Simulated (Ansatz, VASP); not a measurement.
**Two plane-wave programs on C**

```xyz
2
Lattice="0.0000 1.7834 1.7834 1.7834 0.0000 1.7834 1.7834 1.7834 0.0000" Properties=species:S:1:pos:R:3 pbc="T T T"
C     1.7834    1.7834    1.7834
C     2.6751    2.6751    2.6751
```

Alike in both runs: task single point; functional PBE; k mesh 12 × 12 × 12; occupations gaussian, width 0.02 eV; no spin polarisation.

|  | VASP | Ansatz |
| --- | --- | --- |
| version | VASP 6.6.1 | Ansatz 0.2.0 |
| potentials or method | VASP PAW PBE potentials, release 64 (C) | scalar-relativistic, plane waves, PAW |
| plane-wave cutoff (eV) | 520 | 420 |
| valence electrons in the cell | 8 | 8 |

```csv
,VASP,Ansatz,Ansatz less VASP
gap on the k mesh at the Fermi level (eV),4.15,4.16,+0.007
least direct gap on the mesh (eV),5.59,5.59,+0.004
pressure (GPa),2.4,1.8,-0.67
```
